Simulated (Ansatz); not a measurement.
# Ir (Fm-3m) in Ansatz: notebook

The runs below take Ir through relaxation of cell and atoms, single point, with BLYP+D4, BLYP, PBEsol.

Everything below comes from runs of Ansatz 0.2.0. Logs are shortened: lines on timing, memory, paths and dates and some standing lists are left out, and cuts for length are marked.

**1. The crystal as given**

Symmetry: Fm-3m, No. 225, cubic system. The conventional cell has a = 3.831 Å, b = 3.831 Å, c = 3.831 Å, α = 90.00°, β = 90.00°, γ = 90.00°. Around Ir (site symmetry m-3m) lie 12 Ir at 2.71 Å.

**2. Relaxation of cell and atoms, BLYP+D4**

input.yaml

```yaml
crystal:
  lattice:
    - [0.0, 1.9156, 1.9156]
    - [1.9156, 0.0, 1.9156]
    - [1.9156, 1.9156, 0.0]
  atoms:
    - { symbol: Ir, position: [0.0, 0.0, 0.0] }
kpoints:
  mp_grid: { grid: [12, 12, 12] }
scf:
  occupations: { method: fermi_dirac, width: 0.05 }
hamiltonian:
  xc: blyp
  dispersion: d4
  pseudopotentials: { kind: all_electron, lapw: { basis_error: 0.001 } }
output:
  forces: true
  stress: true
relax:
  f_tol: 0.02
  max_steps: 60
  cell: {}
```

Potentials or basis: all-electron LAPW, scalar-relativistic.

The run is started by

```console
$ ansatz run input.yaml --threads 1 --pin off --max-ram 3072MiB --backend cpu --events-out ev --progress --plain --runs-dir out
```

Standard output:

```text
Warning: RAYON_NUM_THREADS=1 ignored (pool sized by the plan → 1); use --threads N
The last accepted step is kept in <dir> (removed where the run ends without a failure and the disk answers)
LAPW: plane waves up to 8.967 Å⁻¹, error target 1.0e-3 eV per atom; small_component_spin mean_spin; Ir in spheres of 1.314 Å, 41 of its electrons in bands, Dirac shells [] (how accurate: hamiltonian.pseudopotentials.lapw.basis_error, Limitations)
Engine: ansatz 0.2.0, aarch64-unknown-linux-gnu
Pseudopotentials: kind: all_electron
Pseudopotential: Ir, LAPW, valence charge 41, lapw/all_electron/scalar/gaussian/Ir, Koelling and Harmon's equation, gaussian nucleus
Functional definition: BLYP
  parameter beta = 0.0042
  parameter a = 0.04918
  parameter b = 0.132
  parameter c = 0.2533
  parameter d = 0.349
  exchange = b88_x(beta = beta)
  correlation = lyp_c(a = a, b = b, c = c, d = d)
Crystal: 1 atoms, lattice volume = 14.059 Å³
Basis set: ecut = 306.3184079278686 eV, 169 PW (Γ), exchange–correlation at level 2
Bands: 25, of which v1, the nominal top of the filled ones, is band 21 counted from 1 (20 counted from 0)
Symmetry: 48 space group operations
Space group: Fm-3m (ITA 225), of the structure as read, at distance tolerance 2.4e-5 Å
k-points: 72 of 1728
Non-local potential: Ir, projectors of the file, none
Initial density: superposition of atomic densities (chi_scale 0.1, normalization cell)
Initial wavefunctions: plane waves of lowest kinetic energy (no species holds an atomic orbital)
Functional: x = b88, c = lyp
iter 1 solved again at ethr=2.28e-5 eV; its pass at ethr=1.00e-1 eV (dr2=9.36e-3 eV) is discarded
SCF iter   1: F=—  HF=-485053.155410 eV  |F-HF|=—  |Δ(HF+E_count)|=         —  Δρ=1.36e-2  dr2=9.48e-3  ethr=2.28e-5  ⟨swp⟩=3.3  Hψ=11854  notcnv=0
preconditioner: auto → none  [metal: Δε(μ)=0.138 eV  Ē_g=14.361 eV  σ=0.050 eV  W_gap=0.45  n_scr=8 (ndim 8)  ℏωp=29.7 eV  f_vac=0.000  D(μ)=0.54/eV (n_scr^D=0)  sad-step TF]
SCF iter   2: F=—  HF=-485053.131817 eV  |F-HF|=—  |Δ(HF+E_count)|=   2.36e-2  Δρ=6.09e-3  dr2=2.46e-3  ethr=2.28e-5  ⟨swp⟩=2.8  Hψ=5511  notcnv=0
SCF iter   3: F=—  HF=-485053.132712 eV  |F-HF|=—  |Δ(HF+E_count)|=   8.95e-4  Δρ=3.44e-3  dr2=7.51e-4  ethr=6.01e-6  ⟨swp⟩=2.5  Hψ=5222  notcnv=0
iter 4 solved again at ethr=1.12e-7 eV; its pass at ethr=1.83e-6 eV (dr2=4.61e-5 eV) is discarded
SCF iter   4: F=—  HF=-485053.133535 eV  |F-HF|=—  |Δ(HF+E_count)|=         —  Δρ=8.17e-4  dr2=4.61e-5  ethr=1.12e-7  ⟨swp⟩=2.0  Hψ=9103  notcnv=0
the basis was enlarged: its passes take 461.3 KiB over the memory plan, 1 of 1 planned eigensolver slots
SCF iter   5: F=—  HF=-485053.133585 eV  |F-HF|=—  |Δ(HF+E_count)|=   5.03e-5  Δρ=1.11e-4  dr2=7.71e-7  ethr=1.12e-7  ⟨swp⟩=3.0  Hψ=5483  notcnv=0
SCF iter   6: F=-485053.133587 eV  HF=-485053.133587 eV  |F-HF|=9.84e-9  |Δ(HF+E_count)|=   1.60e-6  Δρ=7.71e-6  dr2=2.34e-9  ethr=1.88e-9  ⟨swp⟩=3.0  Hψ=5525  notcnv=0
SCF 1 converged in 6 iterations: F = -485053.133587 eV  dr2 = 2.34e-9
relax step   1: F+E_penalty+E_count = -485053.13358692 eV  Δ(F+E_penalty+E_count) = +0.000e0 eV  max|allowed force component| = 0.000e0 eV/Å  Δτ_max = 0.0000 Å  P = +8.614 GPa  Ω = 14.059 Å³  (6 SCF iters, accepted)
Crystal: 1 atoms, lattice volume = 14.952 Å³
Basis set: ecut = 293.997459950361 eV, 169 PW (Γ), exchange–correlation at level 2
Initial density: handed on by an earlier stage of this run
Initial wavefunctions: those handed on with the density
iter 1 solved again at ethr=2.66e-8 eV; its pass at ethr=1.00e-1 eV (dr2=1.09e-5 eV) is discarded
SCF iter   1: F=—  HF=-485053.119515 eV  |F-HF|=—  |Δ(HF+E_count)|=         —  Δρ=3.48e-4  dr2=1.29e-5  ethr=2.66e-8  ⟨swp⟩=5.4  Hψ=10968  notcnv=0
preconditioner: auto → Kerker (q_TF=auto, 3.228 Å⁻¹)  [metal: Δε(μ)=0.014 eV  Ē_g=13.651 eV  σ=0.050 eV  W_gap=0.07  n_scr=14 (ndim 8)  ℏωp=28.8 eV  f_vac=0.000  D(μ)=0.61/eV (n_scr^D=0)]
SCF iter   2: F=—  HF=-485053.119517 eV  |F-HF|=—  |Δ(HF+E_count)|=   2.35e-6  Δρ=2.59e-4  dr2=7.83e-6  ethr=2.66e-8  ⟨swp⟩=2.2  Hψ=5219  notcnv=0
SCF iter   3: F=—  HF=-485053.119522 eV  |F-HF|=—  |Δ(HF+E_count)|=   5.44e-6  Δρ=1.05e-4  dr2=1.42e-6  ethr=1.91e-8  ⟨swp⟩=3.0  Hψ=5302  notcnv=0
SCF iter   4: F=—  HF=-485053.119523 eV  |F-HF|=—  |Δ(HF+E_count)|=   2.58e-7  Δρ=7.58e-5  dr2=8.36e-7  ethr=3.46e-9  ⟨swp⟩=2.5  Hψ=5241  notcnv=0
SCF iter   5: F=-485053.119523 eV  HF=-485053.119523 eV  |F-HF|=4.19e-8  |Δ(HF+E_count)|=   2.18e-7  Δρ=2.44e-5  dr2=9.65e-8  ethr=2.04e-9  ⟨swp⟩=3.0  Hψ=5301  notcnv=0
SCF 2 converged in 5 iterations: F = -485053.119523 eV  dr2 = 9.65e-8
relax step   2: F+E_penalty+E_count = -485053.11952288 eV  Δ(F+E_penalty+E_count) = +1.406e-2 eV  max|allowed force component| = 0.000e0 eV/Å  Δτ_max = 0.0000 Å  P = -12.332 GPa  Ω = 14.952 Å³  (5 SCF iters, rejected (line search))
Crystal: 1 atoms, lattice volume = 14.413 Å³
Basis set: ecut = 301.2821874158717 eV, 169 PW (Γ), exchange–correlation at level 2
iter 1 solved again at ethr=6.15e-9 eV; its pass at ethr=1.00e-1 eV (dr2=2.52e-6 eV) is discarded
SCF iter   1: F=—  HF=-485053.142122 eV  |F-HF|=—  |Δ(HF+E_count)|=         —  Δρ=2.01e-4  dr2=3.37e-6  ethr=6.15e-9  ⟨swp⟩=5.8  Hψ=11186  notcnv=0
preconditioner: auto → none  [metal: Δε(μ)=0.020 eV  Ē_g=14.081 eV  σ=0.050 eV  W_gap=0.10  n_scr=8 (ndim 8)  ℏωp=29.3 eV  f_vac=0.000  D(μ)=0.57/eV (n_scr^D=0)]
SCF iter   2: F=—  HF=-485053.142123 eV  |F-HF|=—  |Δ(HF+E_count)|=   1.05e-7  Δρ=1.10e-4  dr2=1.08e-6  ethr=6.15e-9  ⟨swp⟩=3.0  Hψ=5317  notcnv=0
iter 3 solved again at ethr=5.86e-11 eV; its pass at ethr=2.64e-9 eV (dr2=2.40e-8 eV) is discarded
SCF iter   3: F=—  HF=-485053.142124 eV  |F-HF|=—  |Δ(HF+E_count)|=   1.24e-6  Δρ=2.36e-5  dr2=2.40e-8  ethr=5.86e-11  ⟨swp⟩=2.0  Hψ=9054  notcnv=0
SCF iter   4: F=-485053.142124 eV  HF=-485053.142124 eV  |F-HF|=6.29e-9  |Δ(HF+E_count)|=   2.10e-7  Δρ=9.57e-6  dr2=5.43e-9  ethr=5.86e-11  ⟨swp⟩=3.0  Hψ=5501  notcnv=0
SCF 3 converged in 4 iterations: F = -485053.142124 eV  dr2 = 5.43e-9
relax step   3: F+E_penalty+E_count = -485053.14212361 eV  Δ(F+E_penalty+E_count) = -8.537e-3 eV  max|allowed force component| = 0.000e0 eV/Å  Δτ_max = 0.0000 Å  P = -0.654 GPa  Ω = 14.413 Å³  (4 SCF iters, accepted)
Crystal: 1 atoms, lattice volume = 14.387 Å³
Basis set: ecut = 301.6390189094524 eV, 169 PW (Γ), exchange–correlation at level 2
iter 1 solved again at ethr=4.69e-10 eV; its pass at ethr=1.00e-1 eV (dr2=1.92e-7 eV) is discarded
SCF iter   1: F=—  HF=-485053.142179 eV  |F-HF|=—  |Δ(HF+E_count)|=         —  Δρ=1.90e-5  dr2=2.87e-8  ethr=4.69e-10  ⟨swp⟩=5.9  Hψ=9901  notcnv=0
preconditioner: auto → none  [metal: Δε(μ)=0.019 eV  Ē_g=14.102 eV  σ=0.050 eV  W_gap=0.10  n_scr=8 (ndim 8)  ℏωp=29.4 eV  f_vac=0.000  D(μ)=0.56/eV (n_scr^D=0)]
SCF iter   2: F=-485053.142178 eV  HF=-485053.142178 eV  |F-HF|=1.36e-8  |Δ(HF+E_count)|=   4.72e-7  Δρ=1.03e-5  dr2=7.56e-9  ethr=7.00e-11  ⟨swp⟩=3.0  Hψ=5287  notcnv=0
SCF 4 converged in 2 iterations: F = -485053.142178 eV  dr2 = 7.56e-9
relax step   4: F+E_penalty+E_count = -485053.14217833 eV  Δ(F+E_penalty+E_count) = -5.472e-5 eV  max|allowed force component| = 0.000e0 eV/Å  Δτ_max = 0.0000 Å  P = -0.031 GPa  Ω = 14.387 Å³  (2 SCF iters, accepted)
iter 1 solved again at ethr=2.80e-11 eV; its pass at ethr=1.00e-1 eV (dr2=1.15e-8 eV) is discarded
SCF iter   1: F=—  HF=-485053.142179 eV  |F-HF|=—  |Δ(HF+E_count)|=         —  Δρ=1.03e-5  dr2=7.56e-9  ethr=2.80e-11  ⟨swp⟩=7.1  Hψ=11664  notcnv=0  reapply=6
SCF iter   2: F=-485053.142179 eV  HF=-485053.142179 eV  |F-HF|=4.37e-9  |Δ(HF+E_count)|=   4.94e-7  Δρ=5.71e-6  dr2=2.33e-9  ethr=1.85e-11  ⟨swp⟩=3.0  Hψ=5352  notcnv=0
SCF 5 converged in 2 iterations: F = -485053.142179 eV  dr2 = 2.33e-9
relax step   5: F+E_penalty+E_count = -485053.14217861 eV  Δ(F+E_penalty+E_count) = -2.795e-7 eV  max|allowed force component| = 0.000e0 eV/Å  Δτ_max = 0.0000 Å  P = -0.031 GPa  Ω = 14.387 Å³  stress off target by 3.05e-2 GPa  SCF on the basis re-selected at this cell (its energy is not comparable with the rows above)  (2 SCF iters)
basis re-selected at this cell: Δ(F+E_penalty+E_count) = -2.795e-7 eV, ΔP = +0.000 GPa vs the last step (what re-selecting the basis moved, after the strain that the cell walked since its last selection, with what the two solves' SCF thresholds leave and, on support functions, any second-order correction that the steps lacked; it is no measure of the basis error at this ecutwfc). This SCF's stress stands 3.05e-2 GPa from its target on what of the cell is left free (relax.cell.stress_tol is 5.00e-2 GPa) and its largest allowed force component is 0.00e0 eV/Å (relax.f_tol is 2.00e-2 eV/Å): within both
SCF converged after 2 iterations
Free energy (F): -485053.142179 eV
Harris-Foulkes:  -485053.142179 eV  (|F-HF|=4.37e-9)
Internal energy: -485053.137316 eV  (E = F + TS)
E sigma→0 (E₀):  -485053.139747 eV
Entropy (-TS):   -0.004862 eV (-4.862 meV/atom)
Fermi energy:    31.873829 eV
--- Per-component energies (eV) ---
  E_band       = -2863.413854
  E_kinetic    = 548882.801217
  E_xc         = -9501.333071
  E_electrostatic = -1024432.837907  (all electrons and nuclei)
  E_disp       = -1.767555  (pairwise vdW)
  E_smearing   = -0.004862  (= −TS)
  E_closure    = -0.000000  (closes the sum)
  E_atoms      = -485043.657301  (free atoms, spherical and without spin; not in F)
  Σ components = -485053.142179   (vs F -485053.142179, Δ=0.00e0)
  Basis errors (estimates in eV, not in F): energy 2.4e-4 per atom: plane waves 2.0e-4 (1.1e-4 summed), levels above the bands 1.3e-102, relativity 3.8e-7, radial functions 3.6e-5, core shells 8.5e-7; eigenvalues (radial functions only) 1.6e-6; not estimated: angular momenta, meshes, grids; target (lapw.basis_error) 1.0e-3; muffin-tin radii Ir 1.324 Å
--- Forces (eV/Å), atoms counted from 1 ---
  atom   1  Ir     0.00000000     0.00000000    -0.00000000
  max |Σ_I F_I| component: 4.93e-32 eV/Å
--- Stress (GPa, compression-positive) ---
       -0.030507      -0.000000      -0.000000
       -0.000000      -0.030507      -0.000000
       -0.000000      -0.000000      -0.030507
  P = ⅓ Tr σ = -0.0305 GPa (-0.305 kbar)
--- Relaxed structure (4 steps of the walk, 3 accepted, 1 SCFs on fresh bases) ---
  F+E_penalty+E_count = -485053.14217861 eV   max|allowed force component| = 0.000e0 eV/Å   (the final SCF, on the basis selected at the relaxed cell)
  cell:  # Å, volume = 14.3871 Å³
    - [5.09537203289559e-35, 1.930401367928368, 1.930401367928368]
    - [1.930401367928368, -5.4775249353627595e-34, 1.930401367928368]
    - [1.930401367928368, 1.930401367928368, -4.203681927138862e-34]
  atoms:
    - { symbol: Ir, position: [0.0, 0.0, 0.0] }
```

Wall time 24 s (1 thread of Arm Neoverse V2, shared host); peak memory 0.3 GiB.

Results:

- Free energy: -485053.1422 eV
- Relaxed volume: 14.39 Å³/atom
- Relaxed cell: a = 2.730 Å, b = 2.730 Å, c = 2.730 Å, α = 60.00°, β = 60.00°, γ = 60.00°
- Space group after relaxing (to 0.05 Å): Fm-3m (No. 225)
- Energy gained by relaxing: 8.6 meV/atom
- Ionic steps: 4
- Pressure after relaxing: 0.0 GPa

Step by step:
| step | energy change (eV) | largest force (eV/Å) | volume (Å³) |
| --- | --- | --- | --- |
| 1 | 0.0000 | 0.0000 | 14.06 |
| 2 | -0.0085 | 0.0000 | 14.41 |
| 3 | -0.0086 | 0.0000 | 14.39 |
| 4 | -0.0086 | 0.0000 | 14.39 |

Final structure:
```
Ir
1.0
     0.00000    1.93040    1.93040
     1.93040    0.00000    1.93040
     1.93040    1.93040    0.00000
Ir
1
Cartesian
  0.0000 0.0000 0.0000
```

(Continued in part 2 of 2.)
